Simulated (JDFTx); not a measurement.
Input of a JDFTx 1.7.0 (patched build) run:

Contents of SrO.in:

```
lattice \
    0.0000000000     2.5663000000     2.5663000000 \
    2.5663000000     0.0000000000     2.5663000000 \
    2.5663000000     2.5663000000     0.0000000000
latt-scale 1.889726124626 1.889726124626 1.889726124626
coords-type Lattice
ion Sr     0.5000000000     0.5000000000     0.5000000000 1
ion O      0.0000000000     0.0000000000     0.0000000000 1

ion-species pseudo/Sr.upf
ion-species pseudo/O.upf
elec-cutoff 42 336
elec-ex-corr gga-PBE
van-der-waals D3
kpoint-folding 9 9 9
elec-smearing Fermi 0.0018374661
elec-n-bands 14
electronic-SCF nIterations 100 energyDiffThreshold 1e-09
electronic-minimize nIterations 30 energyDiffThreshold 1e-7
forces-output-coords Cartesian
lattice-minimize nIterations 40 energyDiffThreshold 1e-6

dump-name run.$VAR
dump End Ecomponents EigStats BandEigs Kpoints Forces Stress
```

Potentials or basis: PseudoDojo-SR-PBE-0.5-standard.

Launch:

```console
$ jdftx -c 1 -i SrO.in -o SrO.out
```

(1) Estimate the space group after relaxing (to 0.05 Å).

(2) Estimate the relaxed volume.

(3) What does it give for the relaxed cell?

Answers

(1) Fm-3m (No. 225).

(2) 17.06 Å³/atom.

(3) a = 3.641 Å, b = 3.641 Å, c = 3.641 Å, α = 60.00°, β = 60.00°, γ = 60.00°.
